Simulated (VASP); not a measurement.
HgTe in VASP 6.6.1, single-point calculation

INCAR

```
PREC = Accurate
LCHARG = .FALSE.
LASPH = .TRUE.
SIGMA = 0.02
NBANDS = 16
ISIF = 2
IBRION = -1
ENCUT = 600
LWAVE = .FALSE.
GGA = PE
ISYM = 0
EDIFF = 1E-7
NELM = 120
ISMEAR = -1
NSW = 0
NELMDL = -12
LREAL = .FALSE.
```

KPOINTS

```
KPOINTS created by Atomic Simulation Environment
0
Gamma
4 4 4
0 0 0
```

POSCAR

```
Hg Te
 1.0000000000000000
     0.0000000000000000    3.3220494652000001    3.3220494652000001
     3.3220494652000001    0.0000000000000000    3.3220494652000001
     3.3220494652000001    3.3220494652000001    0.0000000000000000
 Hg  Te
   1   1
Cartesian
  0.0000000000000000  0.0000000000000000  0.0000000000000000
  1.6610247326000001  1.6610247326000001  1.6610247326000001
```

The recommended PBE PAW datasets give the neutral cell 18 valence electrons.

Command

```
mpirun -np 1 vasp_std
```

OSZICAR

```
N       E                     dE             d eps       ncg     rms          rms(c)
DAV:   1     0.112092239143E+03    0.11209E+03   -0.84605E+03  1160   0.107E+03
DAV:   2     0.377426229551E+00   -0.11171E+03   -0.10315E+03  1352   0.235E+02
DAV:   3    -0.374478839320E+01   -0.41222E+01   -0.41120E+01  1424   0.460E+01
DAV:   4    -0.378473025437E+01   -0.39942E-01   -0.39939E-01  1688   0.410E+00
DAV:   5    -0.378490661281E+01   -0.17636E-03   -0.17636E-03  1536   0.223E-01
DAV:   6    -0.378491249113E+01   -0.58783E-05   -0.58782E-05  1696   0.258E-02
DAV:   7    -0.378491267864E+01   -0.18751E-06   -0.18760E-06  1544   0.231E-03
DAV:   8    -0.378491268782E+01   -0.91793E-08   -0.90564E-08  1072   0.381E-04
DAV:   9    -0.378491268824E+01   -0.42564E-09   -0.46722E-09  1176   0.127E-04
DAV:  10    -0.378491268813E+01    0.11664E-09   -0.35605E-10  1032   0.557E-05
DAV:  11    -0.378491268822E+01   -0.89813E-10   -0.10819E-10   920   0.321E-05
DAV:  12    -0.378491268827E+01   -0.51386E-10   -0.38301E-11   728   0.194E-05    0.639E+00
DAV:  13    -0.357990942640E+01    0.20500E+00   -0.40886E-01  1312   0.800E+00    0.513E+00
DAV:  14    -0.357334602365E+01    0.65634E-02   -0.92734E-02  1424   0.200E+00    0.208E+00
DAV:  15    -0.357311665977E+01    0.22936E-03   -0.93647E-03  1200   0.107E+00    0.437E-01
DAV:  16    -0.357318856211E+01   -0.71902E-04   -0.78196E-04  1512   0.312E-01    0.929E-02
DAV:  17    -0.357322784276E+01   -0.39281E-04   -0.98828E-05  1176   0.870E-02    0.425E-02
DAV:  18    -0.357324608137E+01   -0.18239E-04   -0.30055E-05  1360   0.353E-02    0.206E-02
DAV:  19    -0.357324556729E+01    0.51408E-06   -0.36908E-06  1248   0.115E-02    0.152E-02
DAV:  20    -0.357324558633E+01   -0.19048E-07   -0.26822E-07  1448   0.274E-03
   1 F= -.35732456E+01 E0= -.35726489E+01  d E =-.119346E-02
```

From OUTCAR

```
k-points           NKPTS =     36   k-points in BZ     NKDIM =     36   number of bands    NBANDS=     16

   NELECT =      18.0000    total number of electrons

   dimension x,y,z NGX =    40 NGY =   40 NGZ =   40
   dimension x,y,z NGXF=    80 NGYF=   80 NGZF=   80

  energy-cutoff  :      600.00
  volume of cell :       73.32
      direct lattice vectors                 reciprocal lattice vectors
     0.000000000  3.322049465  3.322049465    -0.150509499  0.150509499  0.150509499
     3.322049465  0.000000000  3.322049465     0.150509499 -0.150509499  0.150509499
     3.322049465  3.322049465  0.000000000     0.150509499  0.150509499 -0.150509499

 k-points in reciprocal lattice and weights: KPOINTS created by Atomic Simulation Env
   0.00000000  0.00000000  0.00000000       0.016
   0.25000000  0.00000000  0.00000000       0.031
   0.00000000  0.25000000  0.00000000       0.031
   0.00000000  0.00000000  0.25000000       0.031
   0.25000000  0.25000000  0.25000000       0.031
   0.50000000  0.00000000  0.00000000       0.016
   0.00000000  0.50000000  0.00000000       0.016
   0.00000000  0.00000000  0.50000000       0.016
   ...

 E-fermi :   2.3042

 k-point     1 :       0.0000    0.0000    0.0000
  band No.  band energies     occupation
      1      -9.1362      2.00000
      2      -4.6403      2.00000
      3      -4.6403      2.00000
      4      -4.6403      2.00000
      5      -4.2088      2.00000
      6      -4.2088      2.00000
      7       1.3600      2.00000
      8       2.2903      1.33334
      9       2.2903      1.33333
     10       2.2903      1.33333
     11       6.6405      0.00000
     12       6.6405      0.00000
     13       6.6405      0.00000
     14       8.7959      0.00000
     15      11.7107      0.00000
     16      11.7107      0.00000

 k-point     2 :       0.2500    0.0000    0.0000
  band No.  band energies     occupation
      1      -8.9082      2.00000
      2      -4.5832      2.00000
      3      -4.5832      2.00000
      4      -4.4868      2.00000
      5      -4.2090      2.00000
      6      -4.2090      2.00000
      7      -0.9061      2.00000
      8       1.8335      2.00000
      9       1.8335      2.00000
     10       3.1031      0.00000
     11       7.1456      0.00000
     12       7.2088      0.00000
     13       7.2088      0.00000
     14      10.1699      0.00000
     15      10.7804      0.00000
     16      10.7804      0.00000

 k-point     3 :       0.0000    0.2500    0.0000
  band No.  band energies     occupation
      1      -8.9082      2.00000
      2      -4.5832      2.00000
      3      -4.5832      2.00000
      4      -4.4868      2.00000
      5      -4.2090      2.00000
      6      -4.2090      2.00000
      7      -0.9061      2.00000
      8       1.8335      2.00000
      9       1.8335      2.00000
     10       3.1031      0.00000
     11       7.1456      0.00000
     12       7.2088      0.00000
     13       7.2088      0.00000
     14      10.1699      0.00000
     15      10.7804      0.00000
     16      10.7804      0.00000

 ...

  Total        0.2498462      0.2498480      0.2498474      0.0000015      0.0000036      0.0000022
  in kB        5.4592757      5.4593154      5.4593020      0.0000320      0.0000790      0.0000470
  external PRESSURE =       5.4592977 kB  Pullay stress =       0.0000000 kB

 POSITION                                       TOTAL-FORCE (eV/Angst)
 -----------------------------------------------------------------------------------
      0.00000      0.00000      0.00000         0.000001     -0.000000     -0.000000
      1.66102      1.66102      1.66102        -0.000001      0.000000      0.000000
 -----------------------------------------------------------------------------------
    total drift:                               -0.000000     -0.000001     -0.000001

  FREE ENERGIE OF THE ION-ELECTRON SYSTEM (eV)
  ---------------------------------------------------
  free  energy   TOTEN  =        -3.5732455863 eV

  energy  without entropy=       -3.5720521223  energy(sigma->0) =       -3.57264885
```

It converged. Results: gap between bands v and c on the k mesh 0.00 eV; least direct gap on the k mesh 0.00 eV; pressure 0.5 GPa. Band v is the last that the valence electrons fill when counted band by band, and c is the next.

These settings aren't sound, so the numbers aren't properties of the crystal.

On sound settings PBE gives a gap of 0.00 eV on its mesh and a pressure of 0.2 GPa for the intended cell.

The run took about 53 s on one core of a shared host (Intel Xeon Platinum 8488C) and held 0.26 GiB at most.
